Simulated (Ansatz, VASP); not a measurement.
## BaTe: VASP beside Ansatz

```
Ba Te
1.0
     0.00000    3.53239    3.53239
     3.53239    0.00000    3.53239
     3.53239    3.53239    0.00000
Ba Te
1 1
Direct
  0.00000 0.00000 0.00000
  0.50000 0.50000 0.50000
```

Alike in both runs: task single point; functional PBE; k mesh 6 × 6 × 6; no spin polarisation.

|  | VASP | Ansatz |
| --- | --- | --- |
| version | VASP 6.6.1 | Ansatz 0.2.0 |
| potentials or method | VASP PAW PBE potentials, release 64 (Ba_sv, Te) | plane waves, PAW |
| plane-wave cutoff (eV) | 520 | 420 |
| occupations | gaussian, width 0.01 eV | fixed |
| valence electrons in the cell | 16 | 26 |

|  | VASP | Ansatz | Ansatz less VASP |
| --- | --- | --- | --- |
| gap on the k mesh at the Fermi level (eV) | 1.58 | 1.65 | +0.077 |

The two sets of potentials don't hold the same shells in valence.

Caveats: spin-orbit coupling is left out, which moves the levels of the heavy elements. A k mesh can miss the band edges.
